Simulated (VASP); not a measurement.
# TePb (gw) (Fm-3m) in VASP: a series of runs

The runs below take TePb (gw) through single point, with PBE.

Program: VASP 6.6.1. These are calculated values, not measurements. Logs are shortened: lines on timing, memory, paths and dates and some standing lists are left out, and cuts for length are marked.

**Experimental background.**

From a printed reference work, monograph, for a bulk crystal of TePb at 4.2 K: band gap 0.19 eV (direct).

The runs below are set against these values where they give the same quantity.

## (1) The cell of the first run

Symmetry: Fm-3m, No. 225, cubic system. The conventional cell has a = 6.570 Å, b = 6.570 Å, c = 6.570 Å, α = 90.00°, β = 90.00°, γ = 90.00°. Te (site symmetry m-3m) has 6 Pb at 3.28 Å within 4.3 Å. Within 4.3 Å of Pb (site symmetry m-3m) lie 6 Te at 3.28 Å.

## (2) Single point, PBE

INCAR

```
SYSTEM = TePb
ALGO = Normal
EDIFF = 1E-6
ENCUT = 500
GGA = PE
GGA_COMPAT = .FALSE.
ISIF = 2
ISMEAR = 0
LASPH = .TRUE.
LCHARG = .FALSE.
LREAL = .FALSE.
LWAVE = .FALSE.
NBANDS = 17
NELM = 120
PREC = Accurate
SIGMA = 0.01
```

KPOINTS

```
k-points
0
G
  4 4 4
  0 0 0
```

POSCAR

```
TePb
1.0
    0.0000000000      3.2847576205      3.2847576205
    3.2847576205      0.0000000000      3.2847576205
    3.2847576205      3.2847576205      0.0000000000
Te Pb
1 1
Direct
    0.5000000000      0.5000000000      0.5000000000
    0.0000000000      0.0000000000      0.0000000000
```

Potentials or basis: VASP PAW PBE potentials, release 64 (Te, Pb_d).

Run with:

```sh
cat potpaw_PBE.64/Te/POTCAR potpaw_PBE.64/Pb_d/POTCAR > POTCAR
mpirun -np 1 vasp_std > vasp.out
```

OUTCAR:

```text
SYSTEM = TePb
   EDIFF = 1E-6
   ENCUT = 500
   GGA = PE
   ISIF = 2
   ISMEAR = 0
   LASPH = .TRUE.
   LREAL = .FALSE.
   NELM = 120
   PREC = Accurate

 ion  position               nearest neighbor table
   1  0.500  0.500  0.500-   2 3.28   2 3.28   2 3.28   2 3.28   2 3.28   2 3.28
   2  0.000  0.000  0.000-   1 3.28   1 3.28   1 3.28   1 3.28   1 3.28   1 3.28

  LATTYP: Found a face centered cubic cell.
 ALAT       =     6.5695152410

  Lattice vectors:

 A1 = (   0.0000000000,   3.2847576205,   3.2847576205)
 A2 = (   3.2847576205,   0.0000000000,   3.2847576205)
 A3 = (   3.2847576205,   3.2847576205,   0.0000000000)

Analysis of symmetry for initial positions (statically):
=====================================================================
 Subroutine PRICEL returns:
 Original cell was already a primitive cell.

 Routine SETGRP: Setting up the symmetry group for a
 face centered cubic supercell.

 Subroutine GETGRP returns: Found 48 space group operations
 (whereof 48 operations were pure point group operations)
 out of a pool of 48 trial point group operations.

The static configuration has the point symmetry O_h .

Analysis of symmetry for dynamics (positions and initial velocities):
=====================================================================
 Subroutine PRICEL returns:
 Original cell was already a primitive cell.

 Routine SETGRP: Setting up the symmetry group for a
 face centered cubic supercell.

 Subroutine GETGRP returns: Found 48 space group operations
 (whereof 48 operations were pure point group operations)
 out of a pool of 48 trial point group operations.

The dynamic configuration has the point symmetry O_h .

 Subroutine INISYM returns: Found 48 space group operations
 (whereof 48 operations are pure point group operations),
 and found     1 'primitive' translations

----------------------------------------------------------------------------------------

                                     Primitive cell

  volume of cell :      70.8827

  direct lattice vectors                    reciprocal lattice vectors
     0.000000000  3.284757621  3.284757621    -0.152218233  0.152218233  0.152218233
     3.284757621  0.000000000  3.284757621     0.152218233 -0.152218233  0.152218233
     3.284757621  3.284757621  0.000000000     0.152218233  0.152218233 -0.152218233

  length of vectors
     4.645348776  4.645348776  4.645348776     0.263649713  0.263649713  0.263649713

  position of ions in fractional coordinates (direct lattice)
     0.500000000  0.500000000  0.500000000
     0.000000000  0.000000000  0.000000000

  ion indices of the primitive-cell ions
   primitive index   ion index
                 1           1
                 2           2

----------------------------------------------------------------------------------------

 KPOINTS: k-points

Automatic generation of k-mesh.
 Grid dimensions read from file:
 generate k-points for:    4    4    4

 Generating k-lattice:

  Cartesian coordinates                     Fractional coordinates (reciprocal lattice)
    -0.038054558  0.038054558  0.038054558     0.250000000  0.000000000  0.000000000
     0.038054558 -0.038054558  0.038054558     0.000000000  0.250000000  0.000000000
     0.038054558  0.038054558 -0.038054558     0.000000000  0.000000000  0.250000000

  Length of vectors
     0.065912428  0.065912428  0.065912428

  Shift w.r.t. Gamma in fractional coordinates (k-lattice)
     0.000000000  0.000000000  0.000000000

 Subroutine IBZKPT returns following result:
 ===========================================

 Found      8 irreducible k-points:

 Following reciprocal coordinates:
            Coordinates               Weight
  0.000000  0.000000  0.000000      1.000000
  0.250000  0.000000  0.000000      8.000000
  0.500000  0.000000  0.000000      4.000000
  0.250000  0.250000  0.000000      6.000000
  0.500000  0.250000  0.000000     24.000000
 -0.250000  0.250000  0.000000     12.000000
  0.500000  0.500000  0.000000      3.000000
 -0.250000  0.500000  0.250000      6.000000
   k-points           NKPTS =      8   k-points in BZ     NKDIM =      8   number of bands    NBANDS=     17
   number of dos      NEDOS =    301   number of ions     NIONS =      2
   total plane-waves  NPLWV =  46656
   dimension x,y,z NGX =    36 NGY =   36 NGZ =   36
   dimension x,y,z NGXF=    72 NGYF=   72 NGZF=   72
   ions per type =               1   1
   NGX,Y,Z   is equivalent  to a cutoff of  12.88, 12.88, 12.88 a.u.
   NGXF,Y,Z  is equivalent  to a cutoff of  25.77, 25.77, 25.77 a.u.
 SYSTEM =  TePb
   PREC   = accura    normal or accurate (medium, high low for compatibility)
   ISTART =      0    job   : 0-new  1-cont  2-samecut
   ICHARG =      2    charge: 1-file 2-atom 10-const
   ISPIN  =      1    spin polarized calculation?
   LNONCOLLINEAR =      F non collinear calculations
   LSORBIT =      F    spin-orbit coupling
   LASPH  =      T    aspherical Exc in radial PAW
   ENCUT  =  500.0 eV  36.75 Ry    6.06 a.u.   8.47  8.47  8.47*2*pi/ulx,y,z
   NELM   =    120;   NELMIN=  2; NELMDL= -5     # of ELM steps
   EDIFF  = 0.1E-05   stopping-criterion for ELM
   LREAL  =      F    real-space projection
   EDIFFG = 0.1E-04   stopping-criterion for IOM
   NSW    =      0    number of steps for IOM
   IBRION =     -1    ionic relax: 0-MD 1-quasi-New 2-CG
   NFREE  =      0    steps in history (QN), initial steepest desc. (CG)
   ISIF   =      2    stress and relaxation
   ISYM   =      2    0-nonsym 1-usesym 2-fastsym
   POTIM  = 0.5000    time-step for ionic-motion
   TEBEG  =    0.0;   TEEND  =   0.0 temperature during run
   PSTRESS=    0.0 pullay stress
   NELECT =      20.0000    total number of electrons
   NUPDOWN=      -1.0000    fix difference up-down
   EMIN   =  10.00;   EMAX   =-10.00  energy-range for DOS
   EFERMI =   0.00;   METHOD = LEGACY
   ISMEAR =     0;   SIGMA  =   0.01  broadening in eV -4-tet -1-fermi 0-gaus
   EFERMI_NEDOS =   21; number of points for ismear=-14 and -15
   IALGO  =     38    algorithm
   IMIX   =      4    mixing-type and parameters
     AMIX     =   0.40;   BMIX     =  1.00
     AMIX_MAG =   1.60;   BMIX_MAG =  1.00
  volume/ion in A,a.u.               =      35.44       239.17
  Fermi-wavevector in a.u.,A,eV,Ry     =   1.073754  2.029101 15.686808  1.152948
  Thomas-Fermi vector in A             =   2.209563
   LORBIT       =      0    0 simple, 1 ext, 2 COOP (PROOUT), +10 PAW based schemes
   GGA     = PE    functional components
   LHFCALC =     F    Hartree Fock is set to
   AEXX    =    0.0000 exact exchange contribution
   IVDW    =     0    specifies the selected vdW correction
   LEPSILON=     F    determine dielectric tensor
   LRPA    =     F    only Hartree local field effects (RPA)
 non-spin polarized calculation
 Gauss-broadening in eV      SIGMA  =   0.01
  energy-cutoff  :      500.00
  volume of cell :       70.88
 maximum number of plane-waves:      1812
 NGX is ok and might be reduce to    36
   NGX = 17   NGY = 17   NGZ = 17

 number of electron      19.9999999 magnetization

 Free energy of the ion-electron system (eV)
  ---------------------------------------------------
  ext. energy  EPLUGINS =         0.00000000
  ---------------------------------------------------
  free energy    TOTEN  =        -7.51560749 eV

  energy without entropy =       -7.51560749  energy(sigma->0) =       -7.51560749

 E-fermi :   5.0829     XC(G=0):  -9.0823

 val. band max:        4.9906108279   @ k =   0.5000   0.0000   0.0000
 cond. band min:       5.8223171863   @ k =   0.5000   0.0000   0.0000
 fundamental gap:      0.8317063584
 Fermi energy:         5.0828754345

 k-point     1 :       0.0000    0.0000    0.0000
  band No.  band energies     occupation
      1     -11.6556      2.00000
      2     -11.6556      2.00000
      3     -11.6497      2.00000
      4     -11.6497      2.00000
      5     -11.6497      2.00000
      6      -6.6220      2.00000
[... 9 lines left out ...]
     16      10.9067      0.00000
     17      12.3964      0.00000

 k-point     2 :       0.2500    0.0000    0.0000
  band No.  band energies     occupation
      1     -11.6611      2.00000
      2     -11.6611      2.00000
      3     -11.6484      2.00000
      4     -11.6428      2.00000
      5     -11.6428      2.00000
      6      -6.1405      2.00000
[... 9 lines left out ...]
     16      11.9586      0.00000
     17      15.0785      0.00000

 k-point     3 :       0.5000    0.0000    0.0000
  band No.  band energies     occupation
      1     -11.6672      2.00000
      2     -11.6672      2.00000
      3     -11.6474      2.00000
      4     -11.6354      2.00000
      5     -11.6354      2.00000
      6      -5.3132      2.00000
[... 9 lines left out ...]
     16      14.2549      0.00000
     17      14.2549      0.00000

 k-point     4 :       0.2500    0.2500    0.0000
  band No.  band energies     occupation
      1     -11.6751      2.00000
      2     -11.6536      2.00000
      3     -11.6510      2.00000
      4     -11.6395      2.00000
      5     -11.6395      2.00000
      6      -5.9938      2.00000
[... 9 lines left out ...]
     16      13.4245      0.00000
     17      13.4298      0.00000

 k-point     5 :       0.5000    0.2500    0.0000
  band No.  band energies     occupation
      1     -11.6839      2.00000
      2     -11.6562      2.00000
      3     -11.6496      2.00000
      4     -11.6361      2.00000
      5     -11.6327      2.00000
      6      -5.2331      2.00000
[... 9 lines left out ...]
     16      14.6679      0.00000
     17      15.3797      0.00000

 k-point     6 :      -0.2500    0.2500    0.0000
  band No.  band energies     occupation
      1     -11.6702      2.00000
      2     -11.6636      2.00000
      3     -11.6441      2.00000
      4     -11.6395      2.00000
      5     -11.6388      2.00000
      6      -5.4763      2.00000
[... 9 lines left out ...]
     16      13.5430      0.00000
     17      14.3160      0.00000

 k-point     7 :       0.5000    0.5000    0.0000
  band No.  band energies     occupation
      1     -11.7027      2.00000
      2     -11.6575      2.00000
      3     -11.6465      2.00000
      4     -11.6286      2.00000
      5     -11.6286      2.00000
      6      -5.1120      2.00000
[... 9 lines left out ...]
     16      15.6160      0.00000
     17      15.9392      0.00000

 k-point     8 :      -0.2500    0.5000    0.2500
  band No.  band energies     occupation
      1     -11.6887      2.00000
      2     -11.6564      2.00000
      3     -11.6435      2.00000
      4     -11.6435      2.00000
      5     -11.6286      2.00000
      6      -4.9691      2.00000
[... 9 lines left out ...]
     16      15.8358      0.00000
     17      15.9058      0.00000

------------------------ aborting loop because EDIFF is reached ----------------------------------------

  FORCE on cell =-STRESS in cart. coord.  units (eV):
  Direction    XX          YY          ZZ          XY          YZ          ZX
  --------------------------------------------------------------------------------------
  -------------------------------------------------------------------------------------
  Total       -0.0253601     -0.0253601     -0.0253601      0.0000000      0.0000000     -0.0000000
  in kB       -0.5732196     -0.5732196     -0.5732196      0.0000000      0.0000000     -0.0000000
  external PRESSURE =      -0.5732196 kB  Pullay stress =       0.0000000 kB

 VOLUME and BASIS-vectors are now :
 -----------------------------------------------------------------------------
  energy-cutoff  :      500.00
  volume of cell :       70.88
      direct lattice vectors                 reciprocal lattice vectors
     0.000000000  3.284757621  3.284757621    -0.152218233  0.152218233  0.152218233
     3.284757621  0.000000000  3.284757621     0.152218233 -0.152218233  0.152218233
     3.284757621  3.284757621  0.000000000     0.152218233  0.152218233 -0.152218233

 POSITION                                       TOTAL-FORCE (eV/Angst)
 -----------------------------------------------------------------------------------
      3.28476      3.28476      3.28476         0.000000     -0.000000      0.000000
      0.00000      0.00000      0.00000        -0.000000      0.000000     -0.000000
 -----------------------------------------------------------------------------------
    total drift:                               -0.000000      0.000000      0.000000

  FREE ENERGIE OF THE ION-ELECTRON SYSTEM (eV)
  ---------------------------------------------------
  free  energy   TOTEN  =        -7.5156074904 eV

  energy  without entropy=       -7.5156074904  energy(sigma->0) =       -7.51560749
```

Wall time 17 s (1 thread of AMD EPYC 7R13, shared host); peak memory 0.17 GiB.

Results:

```yaml
Free_energy: -7.5156 eV
Pressure: -0.1 GPa
Band_gap_on_the_k_mesh: 0.83 eV, direct
```

Caveat: spin-orbit coupling is left out, which moves the levels of the heavy elements.

## (3) Single point, PBE

INCAR

```
ALGO     = Normal         # electronic algorithm
EDIFF    = 1E-6           # SCF threshold, eV
ENCUT    = 500            # plane-wave cutoff, eV
GGA      = PE             # functional
GGA_COMPAT= False        
ISIF     = 2              # what is computed and relaxed
ISMEAR   = 0              # smearing method
LASPH    = True           # aspherical terms in the spheres
LCHARG   = True           # write CHGCAR
LELF     = True           # ELF
LREAL    = False          # projectors in reciprocal space
LVHAR    = True         
LWAVE    = False          # write WAVECAR
NBANDS   = 17             # bands
NELM     = 120            # most SCF steps
PREC     = Accurate       # precision mode
SIGMA    = 0.01           # smearing width, eV
```

KPOINTS

```
k-points
0
Gamma
  4 4 4
```

POSCAR is that of step 2.

Potentials or basis: VASP PAW PBE potentials, release 64 (Te, Pb_d).

Run with:

```sh
cat potpaw_PBE.64/Te/POTCAR potpaw_PBE.64/Pb_d/POTCAR > POTCAR
mpirun -np 1 vasp_std > vasp.out
```

OUTCAR:

```text
EDIFF = 1E-6
   ENCUT = 500
   GGA = PE
   ISIF = 2
   ISMEAR = 0
   LASPH = True
   LREAL = False
   NELM = 120
   PREC = Accurate

 ion  position               nearest neighbor table
   1  0.500  0.500  0.500-   2 3.28   2 3.28   2 3.28   2 3.28   2 3.28   2 3.28
   2  0.000  0.000  0.000-   1 3.28   1 3.28   1 3.28   1 3.28   1 3.28   1 3.28

  LATTYP: Found a face centered cubic cell.
 ALAT       =     6.5695152410

  Lattice vectors:

 A1 = (   0.0000000000,   3.2847576205,   3.2847576205)
 A2 = (   3.2847576205,   0.0000000000,   3.2847576205)
 A3 = (   3.2847576205,   3.2847576205,   0.0000000000)

Analysis of symmetry for initial positions (statically):
=====================================================================
 Subroutine PRICEL returns:
 Original cell was already a primitive cell.

 Routine SETGRP: Setting up the symmetry group for a
 face centered cubic supercell.

 Subroutine GETGRP returns: Found 48 space group operations
 (whereof 48 operations were pure point group operations)
 out of a pool of 48 trial point group operations.

The static configuration has the point symmetry O_h .

Analysis of symmetry for dynamics (positions and initial velocities):
[... 144 lines left out ...]

 val. band max:        4.9906108279   @ k =   0.5000   0.0000   0.0000
 cond. band min:       5.8223171863   @ k =   0.5000   0.0000   0.0000
 fundamental gap:      0.8317063584
 Fermi energy:         5.0828754345

 k-point     1 :       0.0000    0.0000    0.0000
  band No.  band energies     occupation
      1     -11.6556      2.00000
      2     -11.6556      2.00000
      3     -11.6497      2.00000
      4     -11.6497      2.00000
      5     -11.6497      2.00000
      6      -6.6220      2.00000
[... 137 lines left out ...]
      4     -11.6435      2.00000
      5     -11.6286      2.00000
      6      -4.9691      2.00000
[... 9 lines left out ...]
     16      15.8358      0.00000
     17      15.9058      0.00000

------------------------ aborting loop because EDIFF is reached ----------------------------------------

  FORCE on cell =-STRESS in cart. coord.  units (eV):
  Direction    XX          YY          ZZ          XY          YZ          ZX
  --------------------------------------------------------------------------------------
  -------------------------------------------------------------------------------------
  Total       -0.0253601     -0.0253601     -0.0253601      0.0000000      0.0000000     -0.0000000
  in kB       -0.5732196     -0.5732196     -0.5732196      0.0000000      0.0000000     -0.0000000
  external PRESSURE =      -0.5732196 kB  Pullay stress =       0.0000000 kB

 VOLUME and BASIS-vectors are now :
 -----------------------------------------------------------------------------
  energy-cutoff  :      500.00
  volume of cell :       70.88
      direct lattice vectors                 reciprocal lattice vectors
     0.000000000  3.284757621  3.284757621    -0.152218233  0.152218233  0.152218233
     3.284757621  0.000000000  3.284757621     0.152218233 -0.152218233  0.152218233
     3.284757621  3.284757621  0.000000000     0.152218233  0.152218233 -0.152218233

 POSITION                                       TOTAL-FORCE (eV/Angst)
 -----------------------------------------------------------------------------------
      3.28476      3.28476      3.28476         0.000000     -0.000000      0.000000
      0.00000      0.00000      0.00000        -0.000000      0.000000     -0.000000
 -----------------------------------------------------------------------------------
    total drift:                               -0.000000      0.000000      0.000000

  FREE ENERGIE OF THE ION-ELECTRON SYSTEM (eV)
  ---------------------------------------------------
  free  energy   TOTEN  =        -7.5156074904 eV

  energy  without entropy=       -7.5156074904  energy(sigma->0) =       -7.51560749
```

stdout:

```text
POSCAR found type information on POSCAR TePb
 POSCAR found :  2 types and       2 ions
 scaLAPACK will be used
 LDA part: xc-table for (Slater+PW92), standard interpolation
 POSCAR, INCAR and KPOINTS ok, starting setup
 FFT: planning ... GRIDC
 FFT: planning ... GRID_SOFT
 FFT: planning ... GRID
 WAVECAR not read
 entering main loop
```

Wall time 24 s (1 thread of AMD EPYC 7R13, shared host); peak memory 0.17 GiB.

What came out:

```
Free energy            : -7.5156 eV
Pressure               : -0.1 GPa
Band gap on the k mesh : 0.83 eV, direct
```

Levels at points of the mesh, in eV from the valence-band top:
| k point | band 7 | band 8 | band 9 | band 10 | band 11 | band 12 | band 13 | band 14 |
| --- | --- | --- | --- | --- | --- | --- | --- | --- |
| (0.00, 0.00, 0.00) | -5.71 | -1.15 | -1.15 | -1.15 | 4.03 | 4.03 | 4.03 | 5.92 |
| (0.50, 0.00, 0.00) | -8.33 | -0.73 | -0.73 | 0.00 | 0.83 | 1.40 | 1.40 | 8.34 |
| (0.50, 0.50, 0.00) | -7.22 | -4.11 | -2.51 | -2.51 | 3.51 | 5.30 | 5.30 | 6.43 |

Caveat: spin-orbit coupling is left out, which moves the levels of the heavy elements.

## (4) Against experiment

Step 2. Measured gap of TePb: 0.19 eV (direct; 4.2 K; a printed reference work, monograph). This calculation gives 0.83 eV (+0.64 eV). Spin-orbit coupling on Pb, Te is left out. The value is that of PBE on a finite k mesh, which can miss the band edges, without temperature or zero-point motion.

Step 3. Against the measured gap of TePb, 0.19 eV (direct; 4.2 K; a printed reference work, monograph), the calculated 0.83 eV is off by +0.64 eV. Spin-orbit coupling on Pb, Te is left out. The value is that of PBE on a finite k mesh, which can miss the band edges, without temperature or zero-point motion.
